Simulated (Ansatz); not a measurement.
# Ge (Imma) in Ansatz: further runs

One crystal, Ge, is run at these levels: PBE, PBE0; tasks: phonons, single point, equation of state.

All numbers are computed with Ansatz 0.2.0; they aren't measurements. Logs are shortened: lines on timing, memory, paths and dates and some standing lists are left out, and cuts for length are marked.

### Step 1. The structure

It takes space group Imma (No. 74, orthorhombic). The conventional cell has a = 4.992 Å, b = 5.302 Å, c = 2.874 Å, α = 90.00°, β = 90.00°, γ = 90.00°. Around Ge (site symmetry mm2) lie 6 Ge at 2.68 to 2.87 Å.

This isn't the form of Ge at room conditions, which is diamond.

### Step 2. Phonons, PBE

The input, input.yaml:

```yaml
crystal:
  lattice:
    - [-2.495898, 2.650863, 1.436947]
    - [2.495898, -2.650863, 1.436947]
    - [2.495898, 2.650863, -1.436947]
  atoms:
    - { symbol: Ge, position: [0.314057, 0.064057, 0.25] }
    - { symbol: Ge, position: [0.685943, 0.935943, 0.75] }
hamiltonian:
  xc: pbe
  pseudopotentials: { kind: paw }
kpoints:
  mp_grid: { grid: [10, 10, 10] }
scf:
  occupations: { method: fermi_dirac, width: 0.05 }
phonons:
  method: dfpt
  qmesh: [2, 2, 2]
  temperatures: { t_max: 1000, t_step: 100 }
  qpath:
    path:
      - [[0.0, 0.0, 0.0], [0.3234593264, 0.3234593264, -0.3234593264], [0.2950845098, 0.3518341431, -0.2950845098], [0.0, 0.5, 0.0], [0.25, 0.25, 0.25], [0.5, 0.0, 0.0], [0.6765406736, -0.3234593264, 0.3234593264], [0.5, -0.5, 0.5], [0.0, 0.0, 0.0], [-0.4716251834, 0.4716251834, 0.4716251834], [0.0, 0.0, 0.5], [0.25, 0.25, 0.25]]
      - [[-0.2950845098, 0.6481658569, 0.2950845098], [-0.4716251834, 0.4716251834, 0.4716251834]]
      - [[0.4716251834, -0.4716251834, 0.5283748166], [0.5, -0.5, 0.5]]
    npoints: 8
```

Potentials or basis: Ansatz PAW.

Started as:

```
$ ansatz run input.yaml --threads 2 --pin off --max-ram 5632MiB --backend cpu --events-out ev --progress --plain --runs-dir out
```

Output:

```text
Warning: RAYON_NUM_THREADS=2 ignored (pool sized by the plan → 2); use --threads N
Engine: ansatz 0.2.0, x86_64-unknown-linux-gnu
Pseudopotentials: kind: paw
Pseudopotential: Ge, paw, valence charge 14, recommended cutoff 420 eV (normal), Ge.paw.azcp
Functional definition: PBE
  parameter kappa = 0.804
  parameter beta = 0.06672455060314922
  exchange = pbe_x(kappa = kappa, mu = beta*pi^2/3)
  correlation = pbe_c(beta = beta)
Crystal: 2 atoms, lattice volume = 38.029 Å³
Basis set: ecut = 420 eV, 765 PW (Γ), exchange–correlation on 60×60×60 points (8 copies of the dense FFT grid, shifted against one another)
Bands: 18, of which v1, the nominal top of the filled ones, is band 14 counted from 1 (13 counted from 0)
Symmetry: 8 space group operations
k-points: 171 of 1000
Non-local potential: Ge, projectors of the file, l = 0: 2, l = 1: 2, l = 2: 3, l = 3: 1
PAW form: soft (Blöchl's): semilocal exchange-correlation on the pseudo side does not see the compensation charge
PAW one-centre angular grid: Ge, 590 points (default); XC on 64 Gauss nodes
Initial density: superposition of atomic densities (neutral atoms: chi_scale 0, normalization atom), corrected by the library's trained network
Initial wavefunctions: pseudopotential atomic-orbital guess
Functional: x = pbe(κ = 0.804, μ = 0.2195149727645171), c = pbe(β = 0.06672455060314922)
SCF iter   1: F=—  HF=-8589.488814 eV  |F-HF|=—  |Δ(HF+E_count)|=         —  Δρ=9.89e-4  dr2=2.19e-4  ethr=1.77e-3  ⟨swp⟩=5.4  Hψ=12805  notcnv=0
preconditioner: auto → Kerker (q_TF=auto, 2.593 Å⁻¹)  [metal: Δε(μ)=0.034 eV  Ē_g=23.413 eV  σ=0.050 eV  W_gap=0.17  n_scr=16 (ndim 8)  ℏωp=31.9 eV  f_vac=0.000  D(μ)=0.99/eV (n_scr^D=4)]
SCF iter   2: F=—  HF=-8589.488444 eV  |F-HF|=—  |Δ(HF+E_count)|=   3.70e-4  Δρ=6.53e-4  dr2=1.04e-4  ethr=7.84e-7  ⟨swp⟩=2.5  Hψ=7113  notcnv=0
SCF iter   3: F=—  HF=-8589.488534 eV  |F-HF|=—  |Δ(HF+E_count)|=   8.93e-5  Δρ=2.77e-4  dr2=1.87e-5  ethr=3.73e-7  ⟨swp⟩=2.0  Hψ=5473  notcnv=0
SCF iter   4: F=—  HF=-8589.488515 eV  |F-HF|=—  |Δ(HF+E_count)|=   1.88e-5  Δρ=1.37e-4  dr2=3.15e-6  ethr=6.68e-8  ⟨swp⟩=2.0  Hψ=5364  notcnv=0
SCF iter   5: F=—  HF=-8589.488513 eV  |F-HF|=—  |Δ(HF+E_count)|=   2.05e-6  Δρ=3.53e-5  dr2=3.14e-7  ethr=1.13e-8  ⟨swp⟩=2.0  Hψ=5183  notcnv=0
SCF iter   6: F=—  HF=-8589.488513 eV  |F-HF|=—  |Δ(HF+E_count)|=   5.66e-7  Δρ=4.52e-6  dr2=5.72e-9  ethr=1.12e-9  ⟨swp⟩=2.0  Hψ=3764  notcnv=0
SCF iter   7: F=—  HF=-8589.488513 eV  |F-HF|=—  |Δ(HF+E_count)|=   3.09e-9  Δρ=1.81e-6  dr2=6.52e-10  ethr=2.04e-11  ⟨swp⟩=2.0  Hψ=3759  notcnv=0
SCF iter   8: F=—  HF=-8589.488513 eV  |F-HF|=—  |Δ(HF+E_count)|=  3.75e-10  Δρ=5.05e-7  dr2=4.68e-11  ethr=2.33e-12  ⟨swp⟩=2.1  Hψ=5367  notcnv=0
SCF iter   9: F=-8589.488513 eV  HF=-8589.488513 eV  |F-HF|=1.82e-12  |Δ(HF+E_count)|=  4.18e-11  Δρ=1.18e-7  dr2=2.43e-12  ethr=1.00e-12  ⟨swp⟩=5.0  Hψ=11684  notcnv=0
SCF 1 converged in 9 iterations: F = -8589.488513 eV  dr2 = 2.43e-12
NSCF: frozen V_eff on 171 k-points
NSCF: frozen V_eff on 171 k-points
DFPT response loops at q = (0, 0, 0) (fractional): preconditioner auto → Kerker (q_TF=auto, 2.593 Å⁻¹) (partly filled bands, converged f_vac=0.000); β = 1.00, the filter's whole step (`scf.mixing.beta` (0.50) is not read by the response loops under this deck's `scf.mixing.preconditioner`; to damp them name `kerker` or `kerker_dos`, under which they read `scf.mixing.beta`, and type it under 1.00, their step now; both keys bind the ground state too); Broyden in place of MSR1
NSCF: frozen V_eff on 564 k-points
DFPT response loops at q = (0, 0, -0.5) (fractional): mixed as the last ones told, above
NSCF: frozen V_eff on 564 k-points
DFPT response loops at q = (0, -0.5, 0) (fractional): mixed as the last ones told, above
NSCF: frozen V_eff on 564 k-points
DFPT response loops at q = (0, -0.5, -0.5) (fractional): mixed as the last ones told, above
NSCF: frozen V_eff on 342 k-points
DFPT response loops at q = (-0.5, -0.5, -0.5) (fractional): mixed as the last ones told, above
SCF converged after 9 iterations
Free energy (F): -8589.488513 eV
Harris-Foulkes:  -8589.488513 eV  (|F-HF|=1.82e-12)
Internal energy: -8589.480583 eV  (E = F + TS)
E sigma→0 (E₀):  -8589.484548 eV
Entropy (-TS):   -0.007931 eV (-3.965 meV/atom)
Fermi energy:    10.783375 eV
--- Per-component energies (eV) ---
  E_band       = -231.939213
  E_kinetic    = 221.244085
  E_local      = -4328.005140  (includes V_loc(G=0)·N_el)
  E_nonlocal   = 832.538982
  E_hartree    = 1894.330047
  E_xc         = -151.209493
  E_vxc        = -129.192338  (∫ρ·V_xc dr)
  E_paw        = -4035.058038  (= ΣΔE_a)
  E_vpaw       = -617.185712  (= ΣTr[D̂ρ^β])
  E_aug_tail   = 0.000728  (compensation charges beyond the density's cutoff)
  E_ewald      = -3023.321753
  E_smearing   = -0.007931  (= −TS)
  E_closure    = -0.000000  (closes the sum)
  Σ components = -8589.488513   (vs F -8589.488513, Δ=0.00e0)
--- Band table (eV; the first three rows and the last of 171) ---
  k-point 0: bands = ["-13.9334", "-13.8608", "-13.8591", "-13.8534", "-13.8229", "-13.7837", "-13.7268", "-13.7208", "-13.6919", "-13.6222", "-2.2885", "6.9923", "8.4606", "8.9134", "14.2774", "17.7660", "17.9833", "18.7068"]
  k-point 1: bands = ["-13.9275", "-13.8641", "-13.8604", "-13.8489", "-13.8178", "-13.7813", "-13.7275", "-13.7228", "-13.6950", "-13.6288", "-2.1778", "6.0262", "8.7986", "9.4026", "14.8507", "16.8613", "17.9117", "18.5739"]
  k-point 2: bands = ["-13.9106", "-13.8703", "-13.8634", "-13.8361", "-13.8069", "-13.7745", "-13.7297", "-13.7290", "-13.7040", "-13.6475", "-1.8461", "4.5051", "9.1721", "10.2756", "15.4053", "16.4224", "16.9985", "18.0803"]
  k-point 170: bands = ["-13.9106", "-13.8510", "-13.8144", "-13.8024", "-13.7701", "-13.7620", "-13.7533", "-13.7401", "-13.7301", "-13.7285", "1.7151", "2.5948", "4.9831", "5.2296", "15.2128", "17.6634", "21.5361", "22.0957"]
--- Phonons (Γ-DFPT): 3 representative perturbations + reference (Σ response iterations 11) ---
  ASR residual: 7.217e-5 → 0.000e0 eV/Å²; symmetrization residual: 7.390e-13 eV/Å²
  ASR residual per site (eV/Å²): 7.22e-5 7.22e-5
  Γ frequencies (cm⁻¹): 0.00 0.00 0.00 37.26 141.65 178.27
--- Phonons (arbitrary-q DFPT): 5 irreducible q on the 2×2×2 mesh ---
  q = [0.0000, 0.0000, 0.0000] (star 1, of the zone-centre solve; hermiticity 1.65e-13, symmetrization 1.74e-13): 0.00 0.00 0.00 37.26 141.65 178.27
  q = [0.0000, 0.0000, -0.5000] (star 2, 3 solved perturbations on 282 of 1000 k-point pairs; hermiticity 2.26e-7, symmetrization 4.85e-13): 52.61 52.61 129.87 129.87 144.50 144.50
  q = [0.0000, -0.5000, 0.0000] (star 2, 3 solved perturbations on 282 of 1000 k-point pairs; hermiticity 5.23e-7, symmetrization 8.61e-13): 27.78 30.86 55.17 115.86 138.80 170.92
  q = [0.0000, -0.5000, -0.5000] (star 2, 3 solved perturbations on 282 of 1000 k-point pairs; hermiticity 4.73e-7, symmetrization 5.93e-13): 36.27 72.55 98.14 145.20 150.16 153.77
  q = [-0.5000, -0.5000, -0.5000] (star 1, 3 solved perturbations on 171 of 1000 k-point pairs; hermiticity 2.11e-12, symmetrization 3.22e-13): 46.39 46.48 51.95 53.15 176.74 188.09
  sum rule: each row above includes the acoustic sum rule's correction from the zone centre's row sums; it moved no ω² by more than (0.52 cm⁻¹)²
  mesh force constants: q→R imaginary residual 1.60e-17; ASR residual 7.217e-5 → 0.000e0 eV/Å²; symmetrization residual 2.220e-16 eV/Å²
  interpolated dispersion: 107 rows × 6 modes
  density of states and harmonic sums: on the 24×26×18 q-mesh, interpolated from the force constants of a 2×2×2 supercell (no non-analytic term)
  largest difference from the sums on the solved wave vectors: F 6.20e-2 eV, S 8.62e-5 and C_V 2.41e-5 eV/K
  zero-point energy: 0.036716 eV/cell   skipped modes (ω ≤ 0): 532, of them read as no rigid motion or as one in doubt: 529 (9.455e-2 modes/cell left out, lowest -26.29 cm⁻¹)   left out of the sums: 1.58e-2 of the cell's modes: C_V's classical limit lies that fraction below 3 k_B per atom; for a crystal, a wire or a layer, F and S can be off by more, and a phonons.interpolated_qmesh denser along its periods is the remedy for the sampling
```

It took 51 s on 2 threads of AMD EPYC 9R45 (Zen 5), shared host; peak memory 0.89 GiB.

Results:

| Property | Result |
| --- | --- |
| Free energy | -8589.4885 eV |
| Band gap on the k mesh | none (metal or under the smearing width) |
| Highest phonon frequency | 188 cm⁻¹ |

Phonon frequencies in cm⁻¹ (negative: imaginary):
```tsv
q point	frequencies
(0.000, 0.000, 0.000)	0 0 0 37 142 178
(0.000, 0.000, -0.500)	53 53 130 130 144 144
(0.000, -0.500, 0.000)	28 31 55 116 139 171
(0.000, -0.500, -0.500)	36 73 98 145 150 154
(-0.500, -0.500, -0.500)	46 46 52 53 177 188
```

Caveat: the q mesh is small, so phonon branches between its points and thermal values are rough.

### Step 3. Single point, PBE0, 17.87 Å³/atom (volume scaled by 0.94)

The input, input.yaml:

```yaml
crystal:
  lattice:
    - [-2.4449470096, 2.5967485709, 1.4076133202]
    - [2.4449470096, -2.5967485709, 1.4076133202]
    - [2.4449470096, 2.5967485709, -1.4076133202]
  atoms:
    - { symbol: Ge, position: [0.314057, 0.064057, 0.25] }
    - { symbol: Ge, position: [0.685943, 0.935943, 0.75] }
hamiltonian:
  xc: pbe0
  pseudopotentials: { kind: paw }
kpoints:
  mp_grid: { grid: [6, 6, 6] }
scf:
  occupations: { method: fermi_dirac, width: 0.05 }
output:
  forces: true
  stress: true
  eigenvalues: true
  write_density: true
  write_potential: true
  elf: true
  volumetric_format: npy
```

Potentials or basis: Ansatz PAW.

Started as:

```
$ ansatz run input.yaml --threads 2 --pin off --max-ram 5632MiB --backend cpu --events-out ev --progress --plain --runs-dir out
```

Run time: 17 s. Hardware: 2 threads of AMD EPYC 9R45 (Zen 5), shared host; peak memory 1.3 GiB.

It converged, with:

```
Free energy            : -8590.9427 eV
Pressure               : 3.9 GPa
Largest force          : 0.072 eV/Å
Band gap on the k mesh : none (metal or under the smearing width)
```

Caveat: the k mesh is coarse (spacing up to 0.43 Å⁻¹), so the values aren't converged, least of all with exact exchange; the PAW data sets come from PBE, with cores solved anew for the run's functional, which leaves a small shift of forces and pressure; the thresholds are loose for stress.

### Step 4. Single point, PBE0, 18.25 Å³/atom (volume scaled by 0.96)

The input, input.yaml:

```yaml
crystal:
  lattice:
    - [-2.4621655136, 2.6150361352, 1.4175264166]
    - [2.4621655136, -2.6150361352, 1.4175264166]
    - [2.4621655136, 2.6150361352, -1.4175264166]
  atoms:
    - { symbol: Ge, position: [0.314057, 0.064057, 0.25] }
    - { symbol: Ge, position: [0.685943, 0.935943, 0.75] }
hamiltonian:
  xc: pbe0
  pseudopotentials: { kind: paw }
kpoints:
  mp_grid: { grid: [6, 6, 6] }
scf:
  occupations: { method: fermi_dirac, width: 0.05 }
output:
  forces: true
  stress: true
  eigenvalues: true
```

Started as:

```
$ ansatz run input.yaml --threads 2 --pin off --max-ram 5632MiB --backend cpu --events-out ev --progress --plain --runs-dir out
```

Run time: 20 s. Hardware: 2 threads of AMD EPYC 9R45 (Zen 5), shared host; peak memory 1.2 GiB.

The run converged. Its results:

- Free energy: -8590.9565 eV
- Pressure: 1.9 GPa
- Largest force: 0.071 eV/Å
- Band gap on the k mesh: none (metal or under the smearing width)

Caveat: the k mesh is coarse (spacing up to 0.43 Å⁻¹), so the values aren't converged, least of all with exact exchange; the PAW data sets come from PBE, with cores solved anew for the run's functional, which leaves a small shift of forces and pressure; the thresholds are loose for stress.

### Step 5. Single point, PBE0, 18.63 Å³/atom (volume scaled by 0.98)

Changes to input.yaml since step 4:

```diff
@@ -2,5 +2,5 @@
   lattice:
-    - [-2.4621655136, 2.6150361352, 1.4175264166]
-    - [2.4621655136, -2.6150361352, 1.4175264166]
-    - [2.4621655136, 2.6150361352, -1.4175264166]
+    - [-2.479146502, 2.6330714371, 1.4273027698]
+    - [2.479146502, -2.6330714371, 1.4273027698]
+    - [2.479146502, 2.6330714371, -1.4273027698]
   atoms:
@@ -19 +19,5 @@
   eigenvalues: true
+  write_density: true
+  write_potential: true
+  elf: true
+  volumetric_format: npy
```

Started as:

```
$ ansatz run input.yaml --threads 2 --pin off --max-ram 5632MiB --backend cpu --events-out ev --progress --plain --runs-dir out
```

Run time: 18 s. Hardware: 2 threads of AMD EPYC 9R45 (Zen 5), shared host; peak memory 1.3 GiB.

It converged, with:

```
Free energy            : -8590.9601 eV
Pressure               : 0.6 GPa
Largest force          : 0.041 eV/Å
Band gap on the k mesh : none (metal or under the smearing width)
```

Caveat: the k mesh is coarse (spacing up to 0.42 Å⁻¹), so the values aren't converged, least of all with exact exchange; the PAW data sets come from PBE, with cores solved anew for the run's functional, which leaves a small shift of forces and pressure; the thresholds are loose for stress.

### Step 6. Single point, PBE0, 19.01 Å³/atom

The input, input.yaml:

```yaml
crystal:
  lattice:
    - [-2.495898, 2.650863, 1.436947]
    - [2.495898, -2.650863, 1.436947]
    - [2.495898, 2.650863, -1.436947]
  atoms:
    - { symbol: Ge, position: [0.314057, 0.064057, 0.25] }
    - { symbol: Ge, position: [0.685943, 0.935943, 0.75] }
hamiltonian:
  xc: pbe0
  pseudopotentials: { kind: paw }
kpoints:
  mp_grid: { grid: [6, 6, 6] }
scf:
  occupations: { method: fermi_dirac, width: 0.05 }
output:
  forces: true
  stress: true
  eigenvalues: true
```

Potentials or basis: Ansatz PAW.

Started as:

```
$ ansatz run input.yaml --threads 2 --pin off --max-ram 5632MiB --backend cpu --events-out ev --progress --plain --runs-dir out
```

Wall time 20 s (2 threads of AMD EPYC 9R45 (Zen 5), shared host); peak memory 1.3 GiB.

The run converged. Its results:

* Free energy: -8590.9590 eV
* Pressure: -1.0 GPa
* Largest force: 0.039 eV/Å
* Band gap on the k mesh: none (metal or under the smearing width)

Caveat: the k mesh is coarse (spacing up to 0.42 Å⁻¹), so the values aren't converged, least of all with exact exchange; the PAW data sets come from PBE, with cores solved anew for the run's functional, which leaves a small shift of forces and pressure; the thresholds are loose for stress.

### Step 7. Single point, PBE0, 19.39 Å³/atom (volume scaled by 1.02)

Changes to input.yaml since step 6:

```diff
@@ -2,5 +2,5 @@
   lattice:
-    - [-2.495898, 2.650863, 1.436947]
-    - [2.495898, -2.650863, 1.436947]
-    - [2.495898, 2.650863, -1.436947]
+    - [-2.5124276075, 2.6684188957, 1.4464634826]
+    - [2.5124276075, -2.6684188957, 1.4464634826]
+    - [2.5124276075, 2.6684188957, -1.4464634826]
   atoms:
```

Started as:

```
$ ansatz run input.yaml --threads 2 --pin off --max-ram 5632MiB --backend cpu --events-out ev --progress --plain --runs-dir out
```

It took 19 s on 2 threads of AMD EPYC 9R45 (Zen 5), shared host; peak memory 1.3 GiB.

It converged, with:

| Item | Value |
| --- | --- |
| Free energy | -8590.9508 eV |
| Pressure | -2.4 GPa |
| Largest force | 0.038 eV/Å |
| Band gap on the k mesh | none (metal or under the smearing width) |

Caveat: the k mesh is coarse (spacing up to 0.42 Å⁻¹), so the values aren't converged, least of all with exact exchange; the PAW data sets come from PBE, with cores solved anew for the run's functional, which leaves a small shift of forces and pressure; the thresholds are loose for stress.

### Step 8. Single point, PBE0, 19.78 Å³/atom (volume scaled by 1.04)

Changes to input.yaml since step 7:

```diff
@@ -2,5 +2,5 @@
   lattice:
-    - [-2.5124276075, 2.6684188957, 1.4464634826]
-    - [2.5124276075, -2.6684188957, 1.4464634826]
-    - [2.5124276075, 2.6684188957, -1.4464634826]
+    - [-2.5287425297, 2.6857467767, 1.4558563658]
+    - [2.5287425297, -2.6857467767, 1.4558563658]
+    - [2.5287425297, 2.6857467767, -1.4558563658]
   atoms:
```

Started as:

```
$ ansatz run input.yaml --threads 2 --pin off --max-ram 5632MiB --backend cpu --events-out ev --progress --plain --runs-dir out
```

It took 20 s on 2 threads of AMD EPYC 9R45 (Zen 5), shared host; peak memory 1.3 GiB.

The run converged. Its results:

```yaml
Free_energy: -8590.9360 eV
Pressure: -3.7 GPa
Largest_force: 0.037 eV/Å
Band_gap_on_the_k_mesh: none (metal or under the smearing width)
```

Caveat: the k mesh is coarse (spacing up to 0.41 Å⁻¹), so the values aren't converged, least of all with exact exchange; the PAW data sets come from PBE, with cores solved anew for the run's functional, which leaves a small shift of forces and pressure; the thresholds are loose for stress.

### Step 9. Single point, PBE0, 20.16 Å³/atom (volume scaled by 1.06)

Changes to input.yaml since step 8:

```diff
@@ -2,5 +2,5 @@
   lattice:
-    - [-2.5287425297, 2.6857467767, 1.4558563658]
-    - [2.5287425297, -2.6857467767, 1.4558563658]
-    - [2.5287425297, 2.6857467767, -1.4558563658]
+    - [-2.5448496043, 2.7028539053, 1.4651295863]
+    - [2.5448496043, -2.7028539053, 1.4651295863]
+    - [2.5448496043, 2.7028539053, -1.4651295863]
   atoms:
```

Potentials or basis: Ansatz PAW.

Started as:

```
$ ansatz run input.yaml --threads 2 --pin off --max-ram 5632MiB --backend cpu --events-out ev --progress --plain --runs-dir out
```

It took 17 s on 2 threads of AMD EPYC 9R45 (Zen 5), shared host; peak memory 1.3 GiB.

The run converged. Its results:

```
Free energy            : -8590.9155 eV
Pressure               : -4.9 GPa
Largest force          : 0.037 eV/Å
Band gap on the k mesh : none (metal or under the smearing width)
```

Caveat: the k mesh is coarse (spacing up to 0.41 Å⁻¹), so the values aren't converged, least of all with exact exchange; the PAW data sets come from PBE, with cores solved anew for the run's functional, which leaves a small shift of forces and pressure; the thresholds are loose for stress.

### Step 10. Equation of state, PBE0

Potentials or basis: Ansatz PAW.

No new run: the results of the series are fitted here.

Results:

```yaml
Equilibrium_volume: "18.72 Å³/atom (rough: see the caveat)"
Bulk_modulus_at_fixed_shape_and_positions: 72 GPa (rough)
```

Energy against volume, from the lowest point:
```tsv
volume (Å³/atom)	energy (meV/atom)
17.874	8.69
18.254	1.76
18.634	0.00
19.014	0.51
19.395	4.63
19.775	12.01
20.155	22.29
```

Caveat: the k mesh is coarse (spacing up to 0.42 Å⁻¹), so the values aren't converged, least of all with exact exchange; the fit is doubtful: noisy points or a state that changes with volume; the cell was scaled at fixed shape and fractional positions, which overstates the stiffness of a crystal with free parameters, most of all of layers and chains; the PAW data sets were made with another functional, which shifts forces and pressure a little.
